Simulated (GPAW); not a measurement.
# CdSe (F-43m) in GPAW: settings compared

One crystal, CdSe, is run at these levels: PBE, PBE+D3(BJ); tasks: single point, relaxation of cell and atoms.

All numbers are computed with GPAW 26.7.0; they aren't measurements. Logs are shortened: lines on timing, memory, paths and dates and some standing lists are left out, and cuts for length are marked. The log counts tension as positive stress, the text compression.

### 1 The structure

It takes space group F-43m (No. 216, cubic). The conventional cell has a = 6.141 Å, b = 6.141 Å, c = 6.141 Å, α = 90.00°, β = 90.00°, γ = 90.00°. Cd (site symmetry -43m) has 4 Se at 2.66 Å as nearest neighbours. Around Se (site symmetry -43m) lie 4 Cd at 2.66 Å.

Measurements of this composition are mostly on another form, of space group No. 186.

### 2 Single point, PBE

run.py reads:

```python
from ase.dft.bandgap import bandgap
from ase.io import read, write
from ase.units import GPa
from gpaw import GPAW, PW

atoms = read('CdSe.xyz')

calc = GPAW(mode=PW(600),
            xc='PBE',
            kpts={'size': (8, 8, 8), 'gamma': True},
            occupations={'name': 'methfessel-paxton', 'order': 0, 'width': 0.025},
            nbands=18,
            convergence={'density': 1e-05, 'energy': 1e-05},
            maxiter=150,
            txt='gpaw.txt')
atoms.calc = calc
energy = atoms.get_potential_energy()
forces = atoms.get_forces()
stress = atoms.get_stress()
calc.write('gs.gpw')
write('result.traj', atoms)
print(f'Energy: {energy:.6f} eV')
print('Forces (eV/A):')
print(forces.round(4))
print('Stress (GPa):', (stress / GPa).round(3))
print('Fermi level:', round(calc.get_fermi_level(), 4), 'eV')
print(f'Gap: {bandgap(calc)[0]:.4f} eV, direct: {bandgap(calc, direct=True)[0]:.4f} eV')
```

CdSe.xyz reads:

```xyz
2
Lattice="0.0000000000 3.0702711986 3.0702711986 3.0702711986 0.0000000000 3.0702711986 3.0702711986 3.0702711986 0.0000000000" Properties=species:S:1:pos:R:3 pbc="T T T"
Cd     0.0000000000      0.0000000000      0.0000000000
Se     1.5351355993      1.5351355993      1.5351355993
```

Potentials or basis: GPAW PAW data sets (gpaw-data 1.2.1), pw.

Launch:

```sh
> OMP_NUM_THREADS=1 python run.py
```

gpaw.txt:

```text
__  _  _
 | _ |_)|_||  |
 |__||  | ||/\| - 26.7.0

Input parameters:
  mode=PW(ecut=600.0),
  convergence={'density': 1e-05, 'energy': 1e-05},
  kpts=MonkhorstPack(size=(8, 8, 8), gamma=True),
  maxiter=150,
  nbands=18,
  occupations=Occupations(name='methfessel-paxton', order=0, width=0.025),
  xc=XC(name='PBE')

Diagonalizing LCAO Hamiltonian
Converting LCAO to pw mode

            Se

       Cd

Atoms  # Å, Bohr magnetons
|   | symbol |        x |        y |        z |    initial magnetic moments |
|---|--------|----------|----------|----------|-----------------------------|
| 0 |     Cd | 0.000000 | 0.000000 | 0.000000 | ( 0.0000,  0.0000,  0.0000) |
| 1 |     Se | 1.535136 | 1.535136 | 1.535136 | ( 0.0000,  0.0000,  0.0000) |

Unit cell  # Å
| periodic |        x |        y |        z |  lengths |    angles |
|----------|----------|----------|----------|----------|-----------|
|      yes | 0.000000 | 3.070271 | 3.070271 | 4.342019 | 60.000000 |
|      yes | 3.070271 | 0.000000 | 3.070271 | 4.342019 | 60.000000 |
|      yes | 3.070271 | 3.070271 | 0.000000 | 4.342019 | 60.000000 |

Number of symmetries: 24
Symmetry operations  # r_c * U_cc + t_c -> r_c
|    | kind |            matrix            |
|----|------|------------------------------|
|  0 |  E   |  1, 0, 0,  0, 1, 0,  0, 0, 1 |
|  1 |  σ   |  1, 0, 0,  0, 0, 1,  0, 1, 0 |
|  2 |  σ   |  1, 0,-1,  0, 1,-1,  0, 0,-1 |
|  3 |  C3  |  1, 0,-1,  0, 0,-1,  0, 1,-1 |
|  4 |  C3  |  1,-1, 0,  0,-1, 1,  0,-1, 0 |
|  5 |  σ   |  1,-1, 0,  0,-1, 0,  0,-1, 1 |
|  6 |  σ   |  0, 1, 0,  1, 0, 0,  0, 0, 1 |
|  7 |  C3  |  0, 1, 0,  0, 0, 1,  1, 0, 0 |
|  8 |  C2  |  0, 1,-1,  1, 0,-1,  0, 0,-1 |
|  9 |  S4  |  0, 1,-1,  0, 0,-1,  1, 0,-1 |
| 10 |  C3  |  0, 0, 1,  1, 0, 0,  0, 1, 0 |
| 11 |  σ   |  0, 0, 1,  0, 1, 0,  1, 0, 0 |
| 12 |  S4  |  0, 0,-1,  1, 0,-1,  0, 1,-1 |
| 13 |  C3  |  0, 0,-1,  0, 1,-1,  1, 0,-1 |
| 14 |  S4  |  0,-1, 1,  1,-1, 0,  0,-1, 0 |
| 15 |  C2  |  0,-1, 1,  0,-1, 0,  1,-1, 0 |
| 16 |  C3  |  0,-1, 0,  1,-1, 0,  0,-1, 1 |
| 17 |  S4  |  0,-1, 0,  0,-1, 1,  1,-1, 0 |
| 18 |  S4  | -1, 1, 0, -1, 0, 1, -1, 0, 0 |
| 19 |  C3  | -1, 1, 0, -1, 0, 0, -1, 0, 1 |
| 20 |  C3  | -1, 0, 1, -1, 1, 0, -1, 0, 0 |
| 21 |  S4  | -1, 0, 1, -1, 0, 0, -1, 1, 0 |
| 22 |  σ   | -1, 0, 0, -1, 1, 0, -1, 0, 1 |
| 23 |  C2  | -1, 0, 0, -1, 0, 1, -1, 1, 0 |

BZ-sampling:
  Number of BZ points: 512
  Number of IBZ points: 29

  Monkhorst-Pack size: [8, 8, 8]
  Monkhorst-Pack shift: [0.0625, 0.0625, 0.0625]

K-points  # in reciprocal-cell coordinates
|     |                                coordinates |     weight |
|-----|--------------------------------------------|------------|
|   0 | (  0.00000000,   0.00000000,   0.00000000) | 0.00195312 |
|   1 | (  0.12500000,   0.12500000,   0.00000000) | 0.01171875 |
|   2 | (  0.12500000,   0.12500000,   0.12500000) | 0.01562500 |
|   3 | (  0.25000000,   0.12500000,   0.12500000) | 0.02343750 |
|   4 | (  0.25000000,   0.25000000,   0.00000000) | 0.01171875 |
|   5 | (  0.25000000,   0.25000000,   0.12500000) | 0.04687500 |
|   6 | (  0.25000000,   0.25000000,   0.25000000) | 0.01562500 |
|   7 | (  0.37500000,   0.25000000,  -0.37500000) | 0.04687500 |
|   8 | (  0.37500000,   0.25000000,   0.12500000) | 0.04687500 |
|   9 | (  0.37500000,   0.25000000,   0.25000000) | 0.04687500 |
| ... |                                            |            |
|  28 | (  0.50000000,   0.50000000,   0.50000000) | 0.00781250 |

Plane wave coefficients: 1964
Cutoff: 600.0 eV

Spin-components: 1 (collinear spins)
Bands:           18
Projectors:      11
Spin-degeneracy: 2
Datatype:        complex128

Parallelization:
  kpt:    1
  domain: 1
  band:   1

Density:
  Valence electrons: 18.0
  Components: 1
  Grid points: [25 25 25]
  Charge: 0.0  # |e|

Potential:
  Grid points: [25 25 25]

species:
  Cd:
    name:    Cadmium
    Z:       48.0
    valence: 12
    core:    36
    charge:  0.0  # [|e|]
    compensation charges:
      type: gauss
      rc: 0.38  # [Å]
      lmax: 2
    cutoffs:
      filter: 2.12  # [Å]
      core: 2.62  # [Å]
    projectors
    | kind |    occ | energy [eV] | rcut [Å] |
    |------|--------|-------------|----------|
    |   5s |  2.000 |      -5.655 |    1.191 |
    |   5p |  0.000 |      -1.186 |    1.228 |
    |   4d | 10.000 |     -11.739 |    1.164 |
    |    s |        |      21.556 |    1.191 |
    |    p |        |      26.026 |    1.228 |
    |    d |        |      15.473 |    1.164 |

    Using partial waves for Cd as LCAO basis

  Se:
    name:    Selenium
    Z:       34.0
    valence: 6
    core:    28
    charge:  0.0  # [|e|]
    compensation charges:
      type: gauss
      rc: 0.27  # [Å]
      lmax: 2
    cutoffs:
      filter: 1.77  # [Å]
      core: 2.67  # [Å]
    projectors
    | kind |    occ | energy [eV] | rcut [Å] |
    |------|--------|-------------|----------|
    |   4s |  2.000 |     -17.277 |    0.847 |
    |   4p |  4.000 |      -6.512 |    1.005 |
    |    s |        |       9.935 |    0.847 |
    |    p |        |      20.699 |    1.005 |
    |    d |        |       0.000 |    0.847 |

    Using partial waves for Se as LCAO basis

Reference energy: -218276.650467  # eV

eigensolver:
  PPCG
  Converge bands: occupied
  niter=2

density mixing:
  MSR1-Mixer
  Pratt-step length: 0.05
  Maximum mixing coefficient: 0.75
  Old densities: 10
  SVD Regularization: 0.005
  Good broyden scale: 1.0
  Trust region scale: 1.0
  Backstep threshold: 4.0
  History deletion threshold: 6.0
  Fourier metric: weight=20.0, sigma=0.015

occupation numbers:
  Methfessel-Paxton:
    width: 0.0250  # eV
    order: 0

poisson solver:
  ecut: 4800.0  # eV

xc functional:
  name: PBE with 2 nearest neighbor stencil

convergence criteria:
- Maximum integral of absolute [dens]ity change: 1e-05 electrons / valence electron
- Maximum [total energy] change in last 3 cyles: 1e-05 eV / valence electron
- Maximum integral of absolute [eigenst]ate change: 4e-08 eV^2 / valence electron
maximum number of iterations: 150

SCF iterations
|iter     | |      energy | eigst |  dens |
|---------|-|-------------|-------|-------|
|iter:   1| |   -6.043891 | -0.61 |       |
|iter:   2| |   -5.965686 | -2.54 | -1.17 |
|iter:   3| |   -5.690706 | -1.65 | -1.21 |
|iter:   4| |   -5.689992 | -3.42 | -1.79 |
|iter:   5| |   -5.689786 | -3.89 | -2.24 |
|iter:   6| |   -5.689812 | -5.39 | -3.04 |
|iter:   7| |   -5.689815c| -6.65 | -3.52 |
|iter:   8| |   -5.689815c| -7.55c| -4.61 |
|iter:   9| |   -5.689815c| -7.92c| -5.04c|

Converged in 9 steps
Energy contributions relative to reference atoms: (reference = -218276.650467)

Energy contributions:
  Kinetic:          18.222936
  Coulomb:         -16.622161
  Zero:              0.051513
  External:          0.000000
  Xc:               -7.342103
  Entropy:          -0.000000
  Spinorbit:         0.000000
  ----------------------------
  Free energy:      -5.689815
  Extrapolated:     -5.689815

dipole moment: (-23.397053, -23.397053, -23.397053)  # |e|*Ang

Fermi level: 3.444
Eigenvalues  # (at kpt = [0.000, 0.000, 0.000])
| band index |      eig [eV] | occ [0-2] |
|------------|---------------|-----------|
|          0 |        -9.106 |     2.000 |
|          1 |        -4.464 |     2.000 |
|          2 |        -4.464 |     2.000 |
|          3 |        -4.464 |     2.000 |
|          4 |        -4.115 |     2.000 |
|          5 |        -4.115 |     2.000 |
[... 10 lines left out ...]
|         16 |        15.352 |     0.000 |
|         17 |        15.352 |     0.000 |

Gap: 0.544 eV
Transition (v -> c):
  (s=0, k=0, n=8, [0.00, 0.00, 0.00]) -> (s=0, k=0, n=9, [0.00, 0.00, 0.00])
No difference between direct/indirect transitions

Forces  # eV/Ang
|        x |        y |        z |
|----------|----------|----------|
| -0.00000 |  0.00000 |  0.00000 |  # Cd   0
|  0.00000 | -0.00000 | -0.00000 |  # Se   1

Stress tensor  # eV/Ang^3
|         x |         y |         z |
|-----------|-----------|-----------|
| -0.006707 | -0.000000 | -0.000000 |
| -0.000000 | -0.006707 |  0.000000 |
| -0.000000 |  0.000000 | -0.006707 |

# Writing to gs.gpw (mode='')
```

It took 15 s on 1 thread of Intel Xeon Platinum 8259CL at 2.50GHz (Skylake/Cascade Lake), shared host; peak memory 0.17 GiB.

Results:

```yaml
Free_energy: -5.6898 eV
Pressure: 1.1 GPa
Band_gap_on_the_k_mesh: 0.54 eV, direct
```

A hybrid or GW would open this gap; PBE tends to underestimate it.

### 3 Single point, PBE

Edit run.py of step 2 so:

```diff
@@ -10,3 +10,3 @@
             kpts={'size': (8, 8, 8), 'gamma': True},
-            occupations={'name': 'methfessel-paxton', 'order': 0, 'width': 0.025},
+            occupations={'name': 'methfessel-paxton', 'order': 0, 'width': 0.026000000000000002},
             nbands=18,
```

CdSe.xyz is that of step 2.

Potentials or basis: GPAW PAW data sets (gpaw-data 1.2.1), pw.

Launch:

```sh
> OMP_NUM_THREADS=1 python run.py
```

gpaw.txt:

```text
__  _  _
 | _ |_)|_||  |
 |__||  | ||/\| - 26.7.0

Input parameters:
  mode=PW(ecut=600.0),
  convergence={'density': 1e-05, 'energy': 1e-05},
  kpts=MonkhorstPack(size=(8, 8, 8), gamma=True),
  maxiter=150,
  nbands=18,
  occupations=Occupations(name='methfessel-paxton', order=0, width=0.026000000000000002),
  xc=XC(name='PBE')

Diagonalizing LCAO Hamiltonian
Converting LCAO to pw mode

            Se

       Cd

Atoms  # Å, Bohr magnetons
|   | symbol |        x |        y |        z |    initial magnetic moments |
|---|--------|----------|----------|----------|-----------------------------|
| 0 |     Cd | 0.000000 | 0.000000 | 0.000000 | ( 0.0000,  0.0000,  0.0000) |
| 1 |     Se | 1.535136 | 1.535136 | 1.535136 | ( 0.0000,  0.0000,  0.0000) |

Unit cell  # Å
| periodic |        x |        y |        z |  lengths |    angles |
|----------|----------|----------|----------|----------|-----------|
|      yes | 0.000000 | 3.070271 | 3.070271 | 4.342019 | 60.000000 |
|      yes | 3.070271 | 0.000000 | 3.070271 | 4.342019 | 60.000000 |
|      yes | 3.070271 | 3.070271 | 0.000000 | 4.342019 | 60.000000 |

Number of symmetries: 24
Symmetry operations  # r_c * U_cc + t_c -> r_c
|    | kind |            matrix            |
|----|------|------------------------------|
|  0 |  E   |  1, 0, 0,  0, 1, 0,  0, 0, 1 |
|  1 |  σ   |  1, 0, 0,  0, 0, 1,  0, 1, 0 |
|  2 |  σ   |  1, 0,-1,  0, 1,-1,  0, 0,-1 |
|  3 |  C3  |  1, 0,-1,  0, 0,-1,  0, 1,-1 |
|  4 |  C3  |  1,-1, 0,  0,-1, 1,  0,-1, 0 |
|  5 |  σ   |  1,-1, 0,  0,-1, 0,  0,-1, 1 |
|  6 |  σ   |  0, 1, 0,  1, 0, 0,  0, 0, 1 |
|  7 |  C3  |  0, 1, 0,  0, 0, 1,  1, 0, 0 |
|  8 |  C2  |  0, 1,-1,  1, 0,-1,  0, 0,-1 |
|  9 |  S4  |  0, 1,-1,  0, 0,-1,  1, 0,-1 |
| 10 |  C3  |  0, 0, 1,  1, 0, 0,  0, 1, 0 |
| 11 |  σ   |  0, 0, 1,  0, 1, 0,  1, 0, 0 |
| 12 |  S4  |  0, 0,-1,  1, 0,-1,  0, 1,-1 |
| 13 |  C3  |  0, 0,-1,  0, 1,-1,  1, 0,-1 |
| 14 |  S4  |  0,-1, 1,  1,-1, 0,  0,-1, 0 |
| 15 |  C2  |  0,-1, 1,  0,-1, 0,  1,-1, 0 |
| 16 |  C3  |  0,-1, 0,  1,-1, 0,  0,-1, 1 |
| 17 |  S4  |  0,-1, 0,  0,-1, 1,  1,-1, 0 |
| 18 |  S4  | -1, 1, 0, -1, 0, 1, -1, 0, 0 |
| 19 |  C3  | -1, 1, 0, -1, 0, 0, -1, 0, 1 |
| 20 |  C3  | -1, 0, 1, -1, 1, 0, -1, 0, 0 |
| 21 |  S4  | -1, 0, 1, -1, 0, 0, -1, 1, 0 |
| 22 |  σ   | -1, 0, 0, -1, 1, 0, -1, 0, 1 |
| 23 |  C2  | -1, 0, 0, -1, 0, 1, -1, 1, 0 |

BZ-sampling:
  Number of BZ points: 512
  Number of IBZ points: 29

  Monkhorst-Pack size: [8, 8, 8]
  Monkhorst-Pack shift: [0.0625, 0.0625, 0.0625]

K-points  # in reciprocal-cell coordinates
|     |                                coordinates |     weight |
|-----|--------------------------------------------|------------|
|   0 | (  0.00000000,   0.00000000,   0.00000000) | 0.00195312 |
|   1 | (  0.12500000,   0.12500000,   0.00000000) | 0.01171875 |
|   2 | (  0.12500000,   0.12500000,   0.12500000) | 0.01562500 |
[... 77 lines left out ...]
    |    s |        |       9.935 |    0.847 |
    |    p |        |      20.699 |    1.005 |
    |    d |        |       0.000 |    0.847 |

    Using partial waves for Se as LCAO basis

Reference energy: -218276.650467  # eV

eigensolver:
  PPCG
  Converge bands: occupied
  niter=2

density mixing:
  MSR1-Mixer
  Pratt-step length: 0.05
  Maximum mixing coefficient: 0.75
  Old densities: 10
  SVD Regularization: 0.005
  Good broyden scale: 1.0
  Trust region scale: 1.0
  Backstep threshold: 4.0
  History deletion threshold: 6.0
  Fourier metric: weight=20.0, sigma=0.015

occupation numbers:
  Methfessel-Paxton:
    width: 0.0260  # eV
    order: 0

poisson solver:
  ecut: 4800.0  # eV

xc functional:
  name: PBE with 2 nearest neighbor stencil

convergence criteria:
- Maximum integral of absolute [dens]ity change: 1e-05 electrons / valence electron
- Maximum [total energy] change in last 3 cyles: 1e-05 eV / valence electron
- Maximum integral of absolute [eigenst]ate change: 4e-08 eV^2 / valence electron
maximum number of iterations: 150

SCF iterations
|iter     | |      energy | eigst |  dens |
|---------|-|-------------|-------|-------|
|iter:   1| |   -6.043891 | -0.61 |       |
|iter:   2| |   -5.965686 | -2.54 | -1.17 |
|iter:   3| |   -5.690706 | -1.65 | -1.21 |
|iter:   4| |   -5.689992 | -3.42 | -1.79 |
|iter:   5| |   -5.689786 | -3.89 | -2.24 |
|iter:   6| |   -5.689812 | -5.39 | -3.04 |
|iter:   7| |   -5.689815c| -6.65 | -3.52 |
|iter:   8| |   -5.689815c| -7.55c| -4.61 |
|iter:   9| |   -5.689815c| -7.92c| -5.04c|

Converged in 9 steps
Energy contributions relative to reference atoms: (reference = -218276.650467)

Energy contributions:
  Kinetic:          18.222936
  Coulomb:         -16.622161
  Zero:              0.051513
  External:          0.000000
  Xc:               -7.342103
  Entropy:          -0.000000
  Spinorbit:         0.000000
  ----------------------------
  Free energy:      -5.689815
  Extrapolated:     -5.689815

dipole moment: (-23.397053, -23.397053, -23.397053)  # |e|*Ang

Fermi level: 3.447
Eigenvalues  # (at kpt = [0.000, 0.000, 0.000])
| band index |      eig [eV] | occ [0-2] |
|------------|---------------|-----------|
|          0 |        -9.106 |     2.000 |
|          1 |        -4.464 |     2.000 |
|          2 |        -4.464 |     2.000 |
|          3 |        -4.464 |     2.000 |
|          4 |        -4.115 |     2.000 |
|          5 |        -4.115 |     2.000 |
[... 10 lines left out ...]
|         16 |        15.352 |     0.000 |
|         17 |        15.352 |     0.000 |

Gap: 0.544 eV
Transition (v -> c):
  (s=0, k=0, n=8, [0.00, 0.00, 0.00]) -> (s=0, k=0, n=9, [0.00, 0.00, 0.00])
No difference between direct/indirect transitions

Forces  # eV/Ang
|        x |       y |       z |
|----------|---------|---------|
|  0.00000 | 0.00000 | 0.00000 |  # Cd   0
| -0.00000 | 0.00000 | 0.00000 |  # Se   1

Stress tensor  # eV/Ang^3
|         x |         y |         z |
|-----------|-----------|-----------|
| -0.006707 |  0.000000 | -0.000000 |
|  0.000000 | -0.006707 |  0.000000 |
| -0.000000 |  0.000000 | -0.006707 |

# Writing to gs.gpw (mode='')
```

Wall time 16 s (1 thread of Intel Xeon Platinum 8259CL at 2.50GHz (Skylake/Cascade Lake), shared host); peak memory 0.17 GiB.

Results:

```
Free energy            : -5.6898 eV
Pressure               : 1.1 GPa
Band gap on the k mesh : 0.54 eV, direct
```

(Continued in part 2 of 2.)
